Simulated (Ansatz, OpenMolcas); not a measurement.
## C2H4O2 (acetic acid): from total energies to a heat of formation

C2H4O2 has 8 atoms, charge 0, and is taken as a singlet. As SMILES, `CC(=O)O`. The shape is that of a PBE0-D4/def2-TZVP optimisation. This is one conformer, not always the lowest.

Total energies at M06-L/6-311+G** (OpenMolcas 26.06); the atoms run unrestricted:

| species | state | energy (Eh) |
| --- | --- | --- |
| C2H4O2 | singlet | -229.128886 |
| C | triplet | -37.844691 |
| O | triplet | -75.079195 |
| H | doublet | -0.503425 |

Harmonic wavenumbers at PBE0-D4/def2-TZVP, in cm⁻¹: 73, 425, 551, 592, 678, 882, 1000, 1066, 1217, 1346, 1415, 1462, 1468, 1855, 3075, 3144, 3194, 3786.

Measured heats of formation of the gaseous atoms at 298.15 K, in kJ/mol: C 716.9, O 249.2, H 218.0. Spin-orbit lowering of the atoms at 298 K (mean of the ground term's levels less their thermal mean, from spectra), in kJ/mol: C 0.02, O 0.40. Take 1 Eh = 2625.50 kJ/mol, 1 cm⁻¹ = 0.0119627 kJ/mol, RT = 2.479 kJ/mol.

Problem. Work out the heat of formation of the gas at 298 K.

Solution. 
1. Electronic atomisation energy: 2 × (-37.844691) + 2 × (-75.079195) + 4 × (-0.503425) − (-229.128886) = 1.267414 Eh = 3327.6 kJ/mol.
2. Zero-point energy: half the sum of the wavenumbers, 13614.5 cm⁻¹ = 162.9 kJ/mol.
3. Thermal vibrational enthalpy, Σ hcν̃/(exp(hcν̃/kT) − 1): 4.5 kJ/mol. Translation, rotation and pV of a non-linear molecule: 4 RT = 9.9 kJ/mol.
4. The 8 free atoms carry 5/2 RT each: 49.6 kJ/mol.
5. Spin-orbit coupling lowers the free atoms by 2 × 0.02 + 2 × 0.40 = 0.8 kJ/mol.
6. Atomisation enthalpy at 298 K: 3327.6 − 0.8 − 162.9 − 4.5 − 9.9 + 49.6 = 3199.1 kJ/mol.
7. Sum of the atoms' heats of formation: 2804.2 kJ/mol. Heat of formation: 2804.2 − 3199.1 = -394.9 kJ/mol.

The tabulated value is -432.2 kJ/mol (CRC Handbook of Chemistry and Physics), so this level is off by +37.3 kJ/mol, or 1.2 % of the atomisation enthalpy. Anharmonicity and any spin-orbit splitting of the molecule are left out.
